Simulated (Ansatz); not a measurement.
We consider zinc-blende ZnTe, described by PBE+SOC (plane waves, PAW; Ansatz, a quantum-chemistry and plane-wave program).

Run with plane-wave cutoff 520 eV, 10×10×10 k mesh, Fermi–Dirac smearing 0.01 eV, PAW data made under PBE.

Pressure at four volumes; x = ln(V/29.533 Å³). One pressure is withheld.

```csv
V (Å³/atom),x,P (GPa)
27.761,-0.0619,3.06
29.533,0.0000,0.00
30.714,0.0392,-1.53
31.305,0.0583,?
```

Problem. Pass a parabola P(x) through the three rows shown, estimate the bulk modulus and its pressure derivative near zero pressure, and predict the withheld pressure.

Solution. Slopes between the rows: (0.00 − (3.06))/(0.0000 − (-0.0619)) = -49.43 and (-1.53 − (0.00))/(0.0392 − (0.0000)) = -39.03 GPa. Their difference over the span 0.1011 is c = 10.40/0.1011 = 102.9 GPa, so P(x) = 3.06 + (-49.43)(x − (-0.0619)) + 102.9 (x − (-0.0619))(x − (0.0000)). At the middle row B = −dP/dx = −[-49.43 + 102.9 × 0.0619] = 43.1 GPa, and B′ = dB/dP = 2c/B = 4.8. At x = 0.0583 the parabola gives -2.16 GPa; the run gives -2.17 GPa. The Birch–Murnaghan fit to the energies at all volumes has B0 = 42.8 GPa and B′ = 4.7.

Measured, for comparison: bulk modulus 51 ± 3 GPa (room temperature, not corrected to a static lattice; as tabulated in Determination of phase transition pressures of ZnTe under quasihydrostatic …). Computed (rounded) less measured: bulk modulus -16 %.
